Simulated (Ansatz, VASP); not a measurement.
**SnO2 (Cassiterite): VASP beside Ansatz**

```xyz
6
Lattice="4.6556 0.0000 0.0000 0.0000 4.6556 0.0000 0.0000 0.0000 3.1682" Properties=species:S:1:pos:R:3 pbc="T T T"
Sn    0.0000    0.0000    0.0000
Sn    2.3278    2.3278    1.5841
O     1.4228    1.4228    0.0000
O     0.9050    3.7505    1.5841
O     3.2328    3.2328    0.0000
O     3.7505    0.9050    1.5841
```

Alike in both runs: task relaxation of shape and atoms at fixed volume; functional PBE; k mesh 6 × 6 × 8; occupations gaussian, width 0.02 eV; no spin polarisation.

```csv
,VASP,Ansatz
version,VASP 6.6.1,Ansatz 0.2.0
potentials or method,"VASP PAW PBE potentials, release 64 (Sn_d, O)","scalar-relativistic, plane waves, PAW"
plane-wave cutoff (eV),600,420
valence electrons in the cell,52,52
```

```tsv
	VASP	Ansatz	Ansatz less VASP
gap on the k mesh at the Fermi level, each at its own relaxed structure (eV)	1.67	1.68	+0.012
relaxed volume (Å³/atom)	11.44	11.44	0.000
relaxed cell length with the largest relative difference (Å)	3.185	3.183	-0.0026
```

Caveats: spin-orbit coupling is left out, which moves the levels of the heavy elements. A hybrid or GW would open this gap; PBE tends to underestimate it.
